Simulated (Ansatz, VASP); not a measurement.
## Two plane-wave programs on CuI (Marshite)

The input INCAR:

```
  PREC = Accurate
  ENCUT = 600
  EDIFF = 1E-6
  ISMEAR = -1
  SIGMA = 0.05
  LREAL = F
  LASPH = T
  NELM = 100
  ALGO = Normal
  ISIF = 3
  LWAVE = F
  LCHARG = F
  GGA = B5
  ALDAX = 1.0
  AGGAX = 1.0
  AGGAC = 1.0
  ALDAC = 0.0
  IVDW = 12
  VDW_S6 = 1.0
  VDW_S8 = 2.6996
  VDW_A1 = 0.4298
  VDW_A2 = 4.2359
  IBRION = 2
  NSW = 60
  EDIFFG = -0.01
```

File KPOINTS:

```
Automatic mesh
0
Gamma
  8 8 8
```

Contents of POSCAR:

```
CuI
1.0
    0.0000000000      3.0315000000      3.0315000000
    3.0315000000      0.0000000000      3.0315000000
    3.0315000000      3.0315000000      0.0000000000
I Cu
1 1
Direct
    0.0000000000      0.0000000000      0.0000000000
    0.7500000000      0.7500000000      0.7500000000
```

The input input.yaml:

```yaml
crystal:
  lattice:
    - [0.0, 3.0315, 3.0315]
    - [3.0315, 0.0, 3.0315]
    - [3.0315, 3.0315, 0.0]
  atoms:
    - { symbol: I, position: [0.0, 0.0, 0.0] }
    - { symbol: Cu, position: [0.75, 0.75, 0.75] }
hamiltonian:
  xc: blyp
  pseudopotentials: { kind: paw }
  dispersion: d3bj
kpoints:
  mp_grid: { grid: [8, 8, 8] }
scf:
  occupations: { method: fermi_dirac, width: 0.05 }
output:
  forces: true
  stress: true
  write_density: true
  write_potential: true
  elf: true
  volumetric_format: npy
relax:
  f_tol: 0.01
  max_steps: 40
  cell: { stress_tol: 0.05 }
```

Alike in both runs: task relaxation of cell and atoms; functional BLYP; dispersion D3(BJ); k mesh 8 × 8 × 8; occupations fermi-dirac, width 0.05 eV; no spin polarisation.

```csv
,VASP,Ansatz
version,VASP 6.6.1,Ansatz 0.2.0
potentials or method,"VASP PAW PBE potentials, release 64 (I, Cu)",Ansatz PAW
plane-wave cutoff (eV),600,420
valence electrons in the cell,18,36
```

Ansatz gave:

| Item | Value |
| --- | --- |
| gap on the k mesh at the Fermi level, each at its own relaxed structure (eV) | 1.28 |
| relaxed volume (Å³/atom) | 26.71 |
| relaxed cell length with the largest relative difference (Å) | 4.227 |
| energy change over the relaxation (meV/atom) | -7 |

**Question.** Which values does VASP return?

**Answer.** gap on the k mesh at the Fermi level, each at its own relaxed structure (eV): 1.35; relaxed volume (Å³/atom): 26.70; relaxed cell length with the largest relative difference (Å): 4.227; energy change over the relaxation (meV/atom): -6.

The two sets of potentials don't hold the same shells in valence.

Caveats: spin-orbit coupling is left out, which moves the levels of the heavy elements; the PAW data sets were made with another functional, which shifts forces and pressure a little (VASP); the plane-wave basis is chosen anew once the cell has moved, so the energies of steps on either side of that aren't comparable (Ansatz); the PAW data sets come from PBE, with cores solved anew for the run's functional, which leaves a small shift of forces and pressure (Ansatz). Expect the measured gap to be larger: semilocal functionals such as BLYP lack the derivative discontinuity.
